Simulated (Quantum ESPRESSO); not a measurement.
# RbBr (Fm-3m) in Quantum ESPRESSO: further runs, part 2 of 2

Quantum ESPRESSO 7.5. The steps go on from the part before.

## 3. Wannier functions, LDA

Input file pw.in:

```
&CONTROL
  calculation = 'scf'
  prefix = 'pwscf'
  outdir = './tmp'
  pseudo_dir = './pseudo'
  tprnfor = .true.
  tstress = .true.
  disk_io = 'low'
/
&SYSTEM
  ibrav = 0
  nat = 2
  ntyp = 2
  ecutwfc = 44
  nbnd = 14
  occupations = 'smearing'
  smearing = 'fd'
  degauss = 0.00367493
/
&ELECTRONS
  conv_thr = 4d-10
  electron_maxstep = 120
  mixing_beta = 0.5
/
ATOMIC_SPECIES
Rb    85.4678 Rb.upf
Br    79.9040 Br.upf
CELL_PARAMETERS angstrom
   0.0000000000    3.4270000000    3.4270000000
   3.4270000000    0.0000000000    3.4270000000
   3.4270000000    3.4270000000    0.0000000000
ATOMIC_POSITIONS crystal
Rb     0.0000000000    0.0000000000    0.0000000000
Br     0.5000000000    0.5000000000    0.5000000000
K_POINTS automatic
4 4 4 0 0 0
```

Input file nscf.in:

```
&CONTROL
  calculation = 'nscf'
  prefix = 'pwscf'
  outdir = './tmp'
  pseudo_dir = './pseudo'
  disk_io = 'low'
/
&SYSTEM
  ibrav = 0
  nat = 2
  ntyp = 2
  ecutwfc = 44
  nbnd = 10
  occupations = 'smearing'
  smearing = 'fd'
  degauss = 0.00367493
  nosym = .true.
  noinv = .true.
/
&ELECTRONS
  conv_thr = 1d-09
  electron_maxstep = 120
  mixing_beta = 0.5
  diago_full_acc = .true.
/
ATOMIC_SPECIES
Rb    85.4678 Rb.upf
Br    79.9040 Br.upf
CELL_PARAMETERS angstrom
   0.0000000000    3.4270000000    3.4270000000
   3.4270000000    0.0000000000    3.4270000000
   3.4270000000    3.4270000000    0.0000000000
ATOMIC_POSITIONS crystal
Rb     0.0000000000    0.0000000000    0.0000000000
Br     0.5000000000    0.5000000000    0.5000000000
K_POINTS crystal
64
  0.00000000   0.00000000   0.00000000 1.56250000e-02
  0.00000000   0.00000000   0.25000000 1.56250000e-02
  0.00000000   0.00000000   0.50000000 1.56250000e-02
  0.00000000   0.00000000   0.75000000 1.56250000e-02
  0.00000000   0.25000000   0.00000000 1.56250000e-02
  0.00000000   0.25000000   0.25000000 1.56250000e-02
[... 56 lines left out ...]
  0.75000000   0.75000000   0.50000000 1.56250000e-02
  0.75000000   0.75000000   0.75000000 1.56250000e-02
```

Input file pw2wan.in:

```
&INPUTPP
  prefix = 'pwscf'
  outdir = './tmp'
  seedname = 'w'
  write_mmn = .true.
  write_amn = .true.
  scdm_proj = .true.
  scdm_entanglement = 'isolated'
/
```

Input file bands.in:

```
&CONTROL
  calculation = 'bands'
  prefix = 'pwscf'
  outdir = './tmp'
  pseudo_dir = './pseudo'
  disk_io = 'low'
/
&SYSTEM
  ibrav = 0
  nat = 2
  ntyp = 2
  ecutwfc = 44
  nbnd = 10
  occupations = 'smearing'
  smearing = 'fd'
  degauss = 0.00367493
/
&ELECTRONS
  conv_thr = 1d-08
  electron_maxstep = 120
  mixing_beta = 0.5
  diago_full_acc = .true.
/
ATOMIC_SPECIES
Rb    85.4678 Rb.upf
Br    79.9040 Br.upf
CELL_PARAMETERS angstrom
   0.0000000000    3.4270000000    3.4270000000
   3.4270000000    0.0000000000    3.4270000000
   3.4270000000    3.4270000000    0.0000000000
ATOMIC_POSITIONS crystal
Rb     0.0000000000    0.0000000000    0.0000000000
Br     0.5000000000    0.5000000000    0.5000000000
K_POINTS crystal
77
  0.00000000   0.00000000   0.00000000 1
  0.04166700   0.00000000   0.04166700 1
  0.08333300   0.00000000   0.08333300 1
  0.12500000   0.00000000   0.12500000 1
  0.16666700   0.00000000   0.16666700 1
  0.20833300   0.00000000   0.20833300 1
[... 69 lines left out ...]
  0.53125000   0.06250000   0.53125000 1
  0.50000000   0.00000000   0.50000000 1
```

Input file w.win:

```
num_wann = 8
num_bands = 8
auto_projections = true
num_iter = 400
conv_tol = 1.0d-9
conv_window = 4
num_print_cycles = 40
fermi_energy = 2.9504
bands_plot = true
write_hr = true
mp_grid = 4 4 4
exclude_bands = 9-10
begin unit_cell_cart
ang
  0.0000000000   3.4270000000   3.4270000000
  3.4270000000   0.0000000000   3.4270000000
  3.4270000000   3.4270000000   0.0000000000
end unit_cell_cart
begin atoms_frac
Rb   0.0000000000   0.0000000000   0.0000000000
Br   0.5000000000   0.5000000000   0.5000000000
end atoms_frac
begin kpoint_path
G   0.0000000000   0.0000000000   0.0000000000  X   0.5000000000   0.0000000000   0.5000000000
X   0.5000000000   0.0000000000   0.5000000000  W   0.5000000000   0.2500000000   0.7500000000
W   0.5000000000   0.2500000000   0.7500000000  K   0.3750000000   0.3750000000   0.7500000000
K   0.3750000000   0.3750000000   0.7500000000  G   0.0000000000   0.0000000000   0.0000000000
G   0.0000000000   0.0000000000   0.0000000000  L   0.5000000000   0.5000000000   0.5000000000
L   0.5000000000   0.5000000000   0.5000000000  U   0.6250000000   0.2500000000   0.6250000000
U   0.6250000000   0.2500000000   0.6250000000  W   0.5000000000   0.2500000000   0.7500000000
W   0.5000000000   0.2500000000   0.7500000000  L   0.5000000000   0.5000000000   0.5000000000
L   0.5000000000   0.5000000000   0.5000000000  K   0.3750000000   0.3750000000   0.7500000000
U   0.6250000000   0.2500000000   0.6250000000  X   0.5000000000   0.0000000000   0.5000000000
end kpoint_path
bands_num_points = 12
begin kpoints
  0.00000000   0.00000000   0.00000000
  0.00000000   0.00000000   0.25000000
  0.00000000   0.00000000   0.50000000
  0.00000000   0.00000000   0.75000000
  0.00000000   0.25000000   0.00000000
  0.00000000   0.25000000   0.25000000
[... 56 lines left out ...]
  0.75000000   0.75000000   0.50000000
  0.75000000   0.75000000   0.75000000
end kpoints
```

Potentials or basis: PseudoDojo 0.4.1 SR LDA standard.

On the command line:

```sh
$ OMP_NUM_THREADS=1 pw.x -in pw.in > pw.out
$ OMP_NUM_THREADS=1 pw.x -in nscf.in > nscf.out
$ wannier90.x -pp w
$ OMP_NUM_THREADS=1 pw2wannier90.x -in pw2wan.in > pw2wan.out
$ wannier90.x w
$ OMP_NUM_THREADS=1 pw.x -in bands.in > bands.out
```

pw.out:

```text
This program is part of the open-source Quantum ESPRESSO suite
     for quantum simulation of materials; please cite
[... 9 lines left out ...]
     --------------------
     sticks:   dense  smooth     PW     G-vecs:    dense   smooth      PW
     Sum        1027    1027    301                21547    21547    3383

     Using Slab Decomposition

     bravais-lattice index     =            0
     lattice parameter (alat)  =       9.1586  a.u.
     unit-cell volume          =     543.2114 (a.u.)^3
     number of atoms/cell      =            2
     number of atomic types    =            2
     number of electrons       =        16.00
     number of Kohn-Sham states=           14
     kinetic-energy cutoff     =      44.0000  Ry
     charge density cutoff     =     176.0000  Ry
     scf convergence threshold =      4.0E-10
     mixing beta               =       0.5000
     number of iterations used =            8  plain     mixing
     Exchange-correlation= SLA  PW   NOGX NOGC
                           (   1   4   0   0   0   0   0)

     celldm(1)=   9.158576  celldm(2)=   0.000000  celldm(3)=   0.000000
     celldm(4)=   0.000000  celldm(5)=   0.000000  celldm(6)=   0.000000

     crystal axes: (cart. coord. in units of alat)
               a(1) = (   0.000000   0.707107   0.707107 )
               a(2) = (   0.707107   0.000000   0.707107 )
               a(3) = (   0.707107   0.707107   0.000000 )

     reciprocal axes: (cart. coord. in units 2 pi/alat)
               b(1) = ( -0.707107  0.707107  0.707107 )
               b(2) = (  0.707107 -0.707107  0.707107 )
               b(3) = (  0.707107  0.707107 -0.707107 )

     PseudoPot. # 1 for Rb read from file:
     Rb.upf
     Pseudo is Norm-conserving + core correction, Zval =  9.0
     Generated using ONCVPSP code by D. R. Hamann
     Using radial grid of 2226 points,  6 beta functions with:
                l(1) =   0
                l(2) =   0
                l(3) =   1
                l(4) =   1
                l(5) =   2
                l(6) =   2

     PseudoPot. # 2 for Br read from file:
     Br.upf
     Pseudo is Norm-conserving + core correction, Zval =  7.0
     Generated using ONCVPSP code by D. R. Hamann
     Using radial grid of 1084 points,  6 beta functions with:
                l(1) =   0
                l(2) =   0
                l(3) =   1
                l(4) =   1
                l(5) =   2
                l(6) =   2

     atomic species   valence    mass     pseudopotential
     Rb                9.00    85.46780     Rb( 1.00)
     Br                7.00    79.90400     Br( 1.00)

     48 Sym. Ops., with inversion, found

   Cartesian axes

     site n.     atom                  positions (alat units)
         1        Rb     tau(   1) = (   0.0000000   0.0000000   0.0000000  )
         2        Br     tau(   2) = (   0.7071068   0.7071068   0.7071068  )

     number of k points=     8  Fermi-Dirac smearing, width (Ry)=  0.0037
                       cart. coord. in units 2pi/alat
        k(    1) = (   0.0000000   0.0000000   0.0000000), wk =   0.0312500
        k(    2) = (   0.1767767   0.1767767  -0.1767767), wk =   0.2500000
        k(    3) = (  -0.3535534  -0.3535534   0.3535534), wk =   0.1250000
        k(    4) = (   0.3535534   0.0000000   0.0000000), wk =   0.1875000
        k(    5) = (  -0.1767767  -0.5303301   0.5303301), wk =   0.7500000
        k(    6) = (   0.0000000  -0.3535534   0.3535534), wk =   0.3750000
        k(    7) = (  -0.7071068   0.0000000   0.0000000), wk =   0.0937500
        k(    8) = (  -0.7071068   0.3535534   0.0000000), wk =   0.1875000

     Dense  grid:    21547 G-vectors     FFT dimensions: (  40,  40,  40)

     Initial potential from superposition of free atoms

     starting charge      15.9799, renormalised to      16.0000
     Starting wfcs are    9 randomized atomic wfcs +    5 random wfcs

     Self-consistent Calculation

     iteration #  1     ecut=    44.00 Ry     beta= 0.50
     Davidson diagonalization with overlap
     ethr =  1.00E-02,  avg # of iterations =  6.8

     Threshold (ethr) on eigenvalues was too large:
     Diagonalizing with lowered threshold

     Davidson diagonalization with overlap
     ethr =  3.07E-04,  avg # of iterations =  4.2

     total energy              =     -86.02842634 Ry
     estimated scf accuracy    <       0.04793628 Ry

     iteration #  2     ecut=    44.00 Ry     beta= 0.50
     Davidson diagonalization with overlap
     ethr =  3.00E-04,  avg # of iterations =  2.0

     total energy              =     -86.03835379 Ry
     estimated scf accuracy    <       0.00250464 Ry

     iteration #  3     ecut=    44.00 Ry     beta= 0.50
     Davidson diagonalization with overlap
     ethr =  1.57E-05,  avg # of iterations =  4.8

     total energy              =     -86.03849340 Ry
     estimated scf accuracy    <       0.00054186 Ry

     iteration #  4     ecut=    44.00 Ry     beta= 0.50
     Davidson diagonalization with overlap
     ethr =  3.39E-06,  avg # of iterations =  2.8

     total energy              =     -86.03851190 Ry
     estimated scf accuracy    <       0.00000682 Ry

     iteration #  5     ecut=    44.00 Ry     beta= 0.50
     Davidson diagonalization with overlap
     ethr =  4.26E-08,  avg # of iterations =  2.1

     total energy              =     -86.03851421 Ry
     estimated scf accuracy    <       0.00000031 Ry

     iteration #  6     ecut=    44.00 Ry     beta= 0.50
     Davidson diagonalization with overlap
     ethr =  1.94E-09,  avg # of iterations =  2.0

     total energy              =     -86.03851424 Ry
     estimated scf accuracy    <       0.00000003 Ry

     iteration #  7     ecut=    44.00 Ry     beta= 0.50
     Davidson diagonalization with overlap
     ethr =  1.97E-10,  avg # of iterations =  2.2

     total energy              =     -86.03851425 Ry
     estimated scf accuracy    <          4.6E-09 Ry

     iteration #  8     ecut=    44.00 Ry     beta= 0.50
     Davidson diagonalization with overlap
     ethr =  2.89E-11,  avg # of iterations =  2.4

     End of self-consistent calculation

          k = 0.0000 0.0000 0.0000 (  2685 PWs)   bands (ev):

   -23.3783 -11.2792  -7.4501  -7.4501  -7.4501   0.9757   0.9757   0.9757
     4.9250   8.0191   8.0191   8.0191   8.9682   8.9682

          k = 0.1768 0.1768-0.1768 (  2683 PWs)   bands (ev):

   -23.3733 -11.2995  -7.4545  -7.4545  -7.4304   0.3689   0.7810   0.7810
     6.2330   7.8433   8.7479   8.7479   9.8410   9.8410

          k =-0.3536-0.3536 0.3536 (  2692 PWs)   bands (ev):

   -23.3683 -11.3194  -7.4588  -7.4588  -7.4110  -0.0799   0.6034   0.6034
     7.4392   8.3842  10.2512  10.2512  10.8986  10.8986

          k = 0.3536 0.0000 0.0000 (  2682 PWs)   bands (ev):

   -23.3718 -11.2797  -7.4886  -7.4886  -7.4535   0.3299   0.8715   0.8715
     6.3224   6.9337   9.4328   9.5085   9.5085  10.3434

          k =-0.1768-0.5303 0.5303 (  2680 PWs)   bands (ev):

   -23.3670 -11.2726  -7.5476  -7.4935  -7.4762   0.2694   0.6066   0.7059
     7.1309   7.9632   9.6694  10.0616  10.4851  10.9084

          k = 0.0000-0.3536 0.3536 (  2676 PWs)   bands (ev):

   -23.3685 -11.2927  -7.5378  -7.4594  -7.4274   0.1474   0.6212   0.7112
     7.3748   7.8499   9.3883   9.4887  10.1606  11.4519

          k =-0.7071 0.0000 0.0000 (  2698 PWs)   bands (ev):

   -23.3656 -11.2243  -7.6472  -7.5276  -7.5276   0.4763   0.8096   0.8096
     6.2866   7.7665   9.7938  10.0514  10.2236  11.6758

          k =-0.7071 0.3536 0.0000 (  2656 PWs)   bands (ev):

   -23.3654 -11.2514  -7.5874  -7.5874  -7.4344   0.4546   0.6073   0.6073
     7.7654   7.7654   8.9412   9.3371  11.7541  11.7738

     the Fermi energy is     3.2358 ev

!    total energy              =     -86.03851425 Ry
     estimated scf accuracy    <          2.4E-10 Ry
     smearing contrib. (-TS)   =      -0.00000000 Ry
     internal energy E=F+TS    =     -86.03851425 Ry

     The total energy is F=E-TS. E is the sum of the following terms:
     one-electron contribution =     -19.68211134 Ry
     hartree contribution      =      14.70619948 Ry
     xc contribution           =     -24.44369719 Ry
     ewald contribution        =     -56.61890520 Ry

     convergence has been achieved in   8 iterations

     Forces acting on atoms (cartesian axes, Ry/au):

     atom    1 type  1   force =     0.00000000    0.00000000   -0.00000000
     atom    2 type  2   force =    -0.00000000   -0.00000000    0.00000000

     Total force =     0.000000     Total SCF correction =     0.000000

     Computing stress (Cartesian axis) and pressure

          total   stress  (Ry/bohr**3)                   (kbar)     P=      -12.67
  -0.00008614  -0.00000000  -0.00000000          -12.67       -0.00       -0.00
  -0.00000000  -0.00008614  -0.00000000           -0.00      -12.67       -0.00
  -0.00000000  -0.00000000  -0.00008614           -0.00       -0.00      -12.67

=------------------------------------------------------------------------------=
   JOB DONE.
=------------------------------------------------------------------------------=
```

It took 52 s on 1 thread of Arm Neoverse V1, shared host; peak memory 0.09 GiB.

What came out:

| Property | Result |
| --- | --- |
| Free energy | -1170.6136 eV |
| Pressure | -1.3 GPa |
| Band gap on the k mesh | 3.95 eV, direct |
| Band gap along the path | 3.95 eV, direct |
| Total Wannier spread | 8.09 Å² over 8 functions |
| RMS miss of the Wannier bands | 0.002 eV |

Levels at the corners of the path, in eV from the valence-band top:
```tsv
point	band 6	band 7	band 8	band 9	band 10
Γ	0.00	0.00	0.00	3.95	7.04
X	-0.50	-0.17	-0.17	5.31	6.79
W	-0.52	-0.37	-0.37	6.79	6.79
K	-0.52	-0.44	-0.28	6.05	7.80
Γ	0.00	0.00	0.00	3.95	7.04
L	-1.06	-0.37	-0.37	6.46	7.41
U	-0.52	-0.44	-0.28	6.05	7.80
W	-0.52	-0.37	-0.37	6.79	6.79
L	-1.06	-0.37	-0.37	6.46	7.41
K	-0.52	-0.44	-0.28	6.05	7.80
U	-0.52	-0.44	-0.28	6.05	7.80
X	-0.50	-0.17	-0.17	5.31	6.79
```

Wannier functions:
```csv
function,nearest atom,distance (Å),spread (Å²),on-site energy from the reference level (eV)
1,1 Rb,0.41,0.73,-14.35
2,1 Rb,0.41,0.73,-14.36
3,1 Rb,0.41,0.73,-14.36
4,1 Rb,0.41,0.73,-14.35
5,2 Br,0.49,1.29,-5.44
6,2 Br,0.49,1.29,-5.41
7,2 Br,0.49,1.30,-5.35
8,2 Br,0.49,1.29,-5.44
```

Parts of the spread (Å²): invariant 6.49, diagonal 0.000, off-diagonal 1.60, total 8.09. Against the direct bands the interpolation misses by 2 meV (root mean square) and 17 meV at most, for states up to 1 eV over the reference level.

Caveat: the Wannier minimisation didn't converge. LDA gaps usually lie below the measured ones, often by a third to a half.
